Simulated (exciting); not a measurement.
# In (I4/mmm) in exciting: density of states with HTBS

Aim: the density of states of In with HTBS.

Everything below comes from runs of exciting (release sodium). Logs are shortened: lines on timing, memory, paths and dates and some standing lists are left out, and cuts for length are marked.

### Step 1. Starting point

Symmetry: I4/mmm, No. 139, tetragonal system. Conventional cell: a = 3.251 Å, b = 3.251 Å, c = 4.947 Å, α = 90.00°, β = 90.00°, γ = 90.00°. In (site symmetry 4/mmm) is surrounded by 12 In at 3.25 to 3.38 Å.

### Step 2. Density of states, HTBS

The input, run_exciting.py:

```python
import subprocess
import xml.etree.ElementTree as ET
from ase.io import read
from ase.units import Bohr

atoms = read("In.cif")
import spglib
from ase import Atoms
cell, positions, numbers = spglib.find_primitive((atoms.cell[:], atoms.get_scaled_positions(), atoms.numbers), symprec=1e-5)
atoms = Atoms(numbers, cell=cell, scaled_positions=positions, pbc=True)
rmt = {'In': 2.3}  # bohr
tasks = """
<groundstate do="fromscratch" ngridk="11 11 11" rgkmax="8" gmaxvr="14" lmaxapw="10" lmaxmat="10" lmaxvr="8" stype="Gaussian" swidth="0.00499791" nempty="8" ValenceRelativity="iora*" epsengy="1e-05" epspot="1e-05" maxscl="60" outputlevel="low">
  <libxc exchange="XC_GGA_X_HTBS" correlation="XC_GGA_C_PBE"/>
</groundstate>
<properties>
  <dos nwdos="400" winddos="-0.3 0.3" inttype="tetra" ngrdos="100" nsmdos="1" lmirep="true"/>
  <chargedensityplot>
    <plot3d>
      <box grid="17 17 17">
        <origin coord="0 0 0"/>
        <point coord="1 0 0"/>
        <point coord="0 1 0"/>
        <point coord="0 0 1"/>
      </box>
    </plot3d>
  </chargedensityplot>
  <elfplot>
    <plot3d>
      <box grid="17 17 17">
        <origin coord="0 0 0"/>
        <point coord="1 0 0"/>
        <point coord="0 1 0"/>
        <point coord="0 0 1"/>
      </box>
    </plot3d>
  </elfplot>
  <exccplot>
    <plot3d>
      <box grid="17 17 17">
        <origin coord="0 0 0"/>
        <point coord="1 0 0"/>
        <point coord="0 1 0"/>
        <point coord="0 0 1"/>
      </box>
    </plot3d>
  </exccplot>
</properties>
"""

root = ET.Element("input")
ET.SubElement(root, "title").text = "In"
structure = ET.SubElement(root, "structure", speciespath="./", tshift="false")
crystal = ET.SubElement(structure, "crystal", scale="1.0")
for vector in atoms.cell / Bohr:
    ET.SubElement(crystal, "basevect").text = " ".join(f"{x:.12f}" for x in vector)
symbols = atoms.get_chemical_symbols()
for element in dict.fromkeys(symbols):
    species = ET.SubElement(structure, "species", speciesfile=element + ".xml", rmt=str(rmt[element]))
    for symbol, position in zip(symbols, atoms.get_scaled_positions(wrap=False)):
        if symbol == element:
            ET.SubElement(species, "atom", coord=" ".join(f"{x:.12f}" for x in position))
root.extend(ET.fromstring("<tasks>" + tasks + "</tasks>"))
ET.indent(root)
ET.ElementTree(root).write("input.xml")
subprocess.run(["exciting_smp"], check=True)
```

The input, In.cif:

```cif
data_In
_cell_length_a 3.25094000
_cell_length_b 3.25094000
_cell_length_c 4.94740000
_cell_angle_alpha 90.00000000
_cell_angle_beta 90.00000000
_cell_angle_gamma 90.00000000
_space_group_name_H-M_alt 'I4/mmm'
_space_group_name_Hall '-I 4 2'
_space_group_IT_number 139
loop_
_space_group_symop_operation_xyz
'x,y,z'
'-x,-y,-z'
'-y,x,z'
'y,-x,-z'
'-x,-y,z'
'x,y,-z'
'y,-x,z'
'-y,x,-z'
'x,-y,-z'
'-x,y,z'
'-y,-x,-z'
'y,x,z'
'-x,y,-z'
'x,-y,z'
'y,x,-z'
'-y,-x,z'
'x+1/2,y+1/2,z+1/2'
'-x+1/2,-y+1/2,-z+1/2'
'-y+1/2,x+1/2,z+1/2'
'y+1/2,-x+1/2,-z+1/2'
'-x+1/2,-y+1/2,z+1/2'
'x+1/2,y+1/2,-z+1/2'
'y+1/2,-x+1/2,z+1/2'
'-y+1/2,x+1/2,-z+1/2'
'x+1/2,-y+1/2,-z+1/2'
'-x+1/2,y+1/2,z+1/2'
'-y+1/2,-x+1/2,-z+1/2'
'y+1/2,x+1/2,z+1/2'
'-x+1/2,y+1/2,-z+1/2'
'x+1/2,-y+1/2,z+1/2'
'y+1/2,x+1/2,-z+1/2'
'-y+1/2,-x+1/2,z+1/2'
loop_
_atom_site_label
_atom_site_type_symbol
_atom_site_symmetry_multiplicity
_atom_site_Wyckoff_symbol
_atom_site_fract_x
_atom_site_fract_y
_atom_site_fract_z
_atom_site_occupancy
In1 In 2 a 0.0000000000 0.0000000000 0.0000000000 1
```

Potentials or basis: all-electron LAPW+lo, shipped species files, valence relativity iora*.

Command:

```console
> OMP_NUM_THREADS=1 python run_exciting.py
```

Standard output:

```text
================================================================================
EXCITING SODIUM started
[... 10 lines left out ...]

 Lattice vectors (cartesian) :
     -3.0716931258      3.0716931258      4.6746155175
      3.0716931258     -3.0716931258      4.6746155175
      3.0716931258      3.0716931258     -4.6746155175

 Reciprocal lattice vectors (cartesian) :
      0.0000000000      1.0227560257      0.6720536998
      1.0227560257      0.0000000000      0.6720536998
      1.0227560257      1.0227560257      0.0000000000

 Unit cell volume                           :     176.4255740913
 Brillouin zone volume                      :       1.4059765129

 Species :    1 (In)
     parameters loaded from                 :    In.xml
     name                                   :    indium

     atomic positions (lattice) :
       1 :   0.00000000  0.00000000  0.00000000

 Total number of atoms per unit cell        :       1

 Spin treatment                             :    spin-unpolarised

 Number of Bravais lattice symmetries       :      16
 Number of crystal symmetries               :      16

 k-point grid                               :      11   11   11
 Total number of k-points                   :     126
 k-point set is reduced with crystal symmetries

 R^MT_min * |G+k|_max (rgkmax)              :       8.00000000

 G-vector grid sizes                        :      30    30    30
 Total number of G-vectors                  :    8161

 Total nuclear charge                       :     -49.00000000
 Total electronic charge                    :      49.00000000

 Number of empty states                     :       8
 Total number of valence states             :      18

 Exchange-correlation type                  :     100
     libxc; exchange: Haas, Tran, Blaha, and Schwarz; correlation: Perdew, Burke & Ernzerhof (see libxc for references)

 Smearing scheme                            :    Gaussian
 Smearing width                             :       0.00499791

++++++++++++++++++++++++++++++++++++++++++++++++++++++++++++++++++++++++++++++++
+ Ending initialization                                                        +
++++++++++++++++++++++++++++++++++++++++++++++++++++++++++++++++++++++++++++++++

********************************************************************************
* Groundstate module started                                                   *
********************************************************************************
 Output level for this task is set to low

++++++++++++++++++++++++++++++++++++++++++++++++++++++++++++++++++++++++++++++++
[... 5 lines left out ...]
+ SCF iteration number :    1                                                  +
++++++++++++++++++++++++++++++++++++++++++++++++++++++++++++++++++++++++++++++++
 Total energy                               :     -5879.64405944
 _______________________________________________________________
 Fermi energy                               :         0.24604022
 DOS at Fermi energy (states/Ha/cell)       :        12.80467367
 Electron charge: Core leakage              :         0.00070778

++++++++++++++++++++++++++++++++++++++++++++++++++++++++++++++++++++++++++++++++
+ SCF iteration number :    2                                                  +
++++++++++++++++++++++++++++++++++++++++++++++++++++++++++++++++++++++++++++++++
 Total energy                               :     -5881.07092487
 _______________________________________________________________
 Fermi energy                               :         0.24107439
 DOS at Fermi energy (states/Ha/cell)       :        12.89130222
 Electron charge: Core leakage              :         0.00070121

 RMS change in effective potential (target) :  0.106590      ( 0.100000E-04)
 Absolute change in total energy   (target) :   1.42687      ( 0.100000E-04)
 Charge distance                   (target) :  0.795652E-03  ( 0.100000E-04)

++++++++++++++++++++++++++++++++++++++++++++++++++++++++++++++++++++++++++++++++
+ SCF iteration number :    3                                                  +
++++++++++++++++++++++++++++++++++++++++++++++++++++++++++++++++++++++++++++++++
 Total energy                               :     -5881.84210506
 _______________________________________________________________
 Fermi energy                               :         0.23715204
 DOS at Fermi energy (states/Ha/cell)       :        12.93466676
 Electron charge: Core leakage              :         0.00069776
[... 96 lines left out ...]
++++++++++++++++++++++++++++++++++++++++++++++++++++++++++++++++++++++++++++++++
+ SCF iteration number :   11                                                  +
++++++++++++++++++++++++++++++++++++++++++++++++++++++++++++++++++++++++++++++++
 Total energy                               :     -5882.53969332
 _______________________________________________________________
 Fermi energy                               :         0.22686767
 DOS at Fermi energy (states/Ha/cell)       :        12.96282593
 Electron charge: Core leakage              :         0.00069433

 RMS change in effective potential (target) :  0.276474E-07  ( 0.100000E-04)
 Absolute change in total energy   (target) :  0.342650E-05  ( 0.100000E-04)
 Charge distance                   (target) :  0.698450E-08  ( 0.100000E-04)

++++++++++++++++++++++++++++++++++++++++++++++++++++++++++++++++++++++++++++++++
+ SCF iteration number :   12                                                  +
++++++++++++++++++++++++++++++++++++++++++++++++++++++++++++++++++++++++++++++++
 Total energy                               :     -5882.53969737
 _______________________________________________________________
 Fermi energy                               :         0.22686768
 DOS at Fermi energy (states/Ha/cell)       :        12.96283754
 Electron charge: Core leakage              :         0.00069433

 RMS change in effective potential (target) :  0.606254E-08  ( 0.100000E-04)
 Absolute change in total energy   (target) :  0.405197E-05  ( 0.100000E-04)
 Charge distance                   (target) :  0.248381E-08  ( 0.100000E-04)

++++++++++++++++++++++++++++++++++++++++++++++++++++++++++++++++++++++++++++++++
| Convergency criteria checked for the last 2 iterations                       +
| Convergence targets achieved. Performing final SCF iteration                 +
++++++++++++++++++++++++++++++++++++++++++++++++++++++++++++++++++++++++++++++++
 Total energy                               :     -5882.53969639
 _______________________________________________________________
 Fermi energy                               :         0.22686768
 DOS at Fermi energy (states/Ha/cell)       :        12.96283842
 Electron charge: Core leakage              :         0.00069433

++++++++++++++++++++++++++++++++++++++++++++++++++++++++++++++++++++++++++++++++
[... 12 lines left out ...]
| EXCITING SODIUM stopped                                                      =
================================================================================
```

Run time: 63 s. Hardware: 1 thread of Intel Xeon Platinum 8375C at 2.90GHz (Ice Lake), shared host; peak memory 0.11 GiB.

What came out:

| Item | Value |
| --- | --- |
| Band gap on the k mesh | none (metal or under the smearing width) |
| Density of states at the Fermi level | 0.48 states/eV per cell |

States per cell in windows of 1 eV (zero at the Fermi level; states under -8 eV left out):
```tsv
from (eV)	total	In1 p	In1 s	In1 d
-8.0	0.23	0.01	0.07	0.00
-7.0	0.26	0.01	0.08	0.00
-6.0	0.32	0.02	0.09	0.01
-5.0	0.39	0.02	0.12	0.01
-4.0	0.37	0.02	0.12	0.01
-3.0	0.36	0.04	0.09	0.01
-2.0	0.40	0.07	0.05	0.01
-1.0	0.48	0.09	0.06	0.01
0.0	0.46	0.09	0.06	0.01
1.0	0.51	0.11	0.05	0.02
2.0	0.55	0.12	0.04	0.02
3.0	0.65	0.15	0.03	0.02
4.0	0.66	0.17	0.03	0.02
5.0	0.62	0.17	0.02	0.02
6.0	0.52	0.15	0.01	0.02
7.0	0.53	0.14	0.02	0.03
```

Caveat: the tetrahedron DOS on this energy grid can lose part of the weight of narrow d or f bands.
